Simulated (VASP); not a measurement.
WSe2: relaxation of cell and atoms with PBEsol

WSe2, a sheet with vacuum:

```
Se W
1.0
     3.30000    0.00000    0.00000
    -1.65000    2.85788    0.00000
     0.00000    0.00000   19.36000
Se W
2 1
Cartesian
  1.6500 0.9526 8.0000
  1.6500 0.9526 11.3600
  0.0000 1.9053 9.6800
```

The cell was built by a generator and needn't be a form met in nature.

```yaml
Program: VASP 6.6.1
Task: relaxation of cell and atoms
Functional: PBEsol
Potentials_or_basis: VASP PAW PBE potentials, release 64 (Se, W_sv)
Cutoff: 600 eV
k_mesh: 12 × 12 × 1
Occupations: gaussian, width 0.03 eV
Spin: no spin polarisation
Dipole_correction: no
Further_INCAR_settings: ALGO = Normal; EDIFF = 1e-07; IBRION = 2; EDIFFG = -0.005; NSW = 40; ISIF = 3
```

The relaxed volume is 59.86 Å³/atom and the relaxed cell is a = 3.273 Å, b = 3.273 Å, c = 19.360 Å, α = 90.00°, β = 90.00°, γ = 120.00°. The space group after relaxing (to 0.05 Å) is P-6m2 (No. 187). The energy gained by relaxing is 3.4 meV/atom, the ionic steps are 7 and the band gap on the k mesh is 1.68 eV, indirect (least direct gap 1.69 eV).

The path:
```
step  energy change (eV)  largest force (eV/Å)  pressure (GPa)  volume (Å³)
   1              0.0000                0.2651           -0.87       182.58
   2              0.0032                0.3485            1.09       176.49
   3             -0.0100                0.0132            0.00       179.70
   4             -0.0100                0.0189            0.02       179.65
   5             -0.0101                0.0016           -0.01       179.69
   6             -0.0101                0.0035           -0.01       179.69
   7             -0.0101                0.0002            0.00       179.59
```

Final structure:
```cif
data_structure
_symmetry_space_group_name_H-M 'P 1'
_symmetry_Int_Tables_number 1
_cell_length_a 3.2728
_cell_length_b 3.2728
_cell_length_c 19.3600
_cell_angle_alpha 90.000
_cell_angle_beta 90.000
_cell_angle_gamma 120.000
_cell_volume 179.59
loop_
_atom_site_label
_atom_site_type_symbol
_atom_site_fract_x
_atom_site_fract_y
_atom_site_fract_z
_atom_site_occupancy
Se1 Se 0.66667 0.33333 0.41348 1
Se2 Se 0.66667 0.33333 0.58652 1
W1 W 0.33333 0.66667 0.50000 1
```

Levels at points of the mesh, in eV from the valence-band top:
| k point | band 11 | band 12 | band 13 | band 14 | band 15 | band 16 |
| --- | --- | --- | --- | --- | --- | --- |
| (0.00, 0.00, 0.00) | -1.17 | -1.17 | -0.42 | 3.05 | 3.05 | 3.24 |
| (0.50, 0.00, 0.00) | -2.19 | -1.02 | -0.85 | 2.52 | 2.85 | 3.75 |

Wall time 2.3 min on 2 MPI ranks on Intel(R) Xeon(R) 6975P-C (Granite Rapids), on a shared host, peak memory 0.41 GiB a rank.

Caveat: the PAW data sets were made with another functional, which shifts forces and pressure a little; spin-orbit coupling is left out, which moves the levels of the heavy elements. A hybrid or GW would open this gap; PBEsol tends to underestimate it.
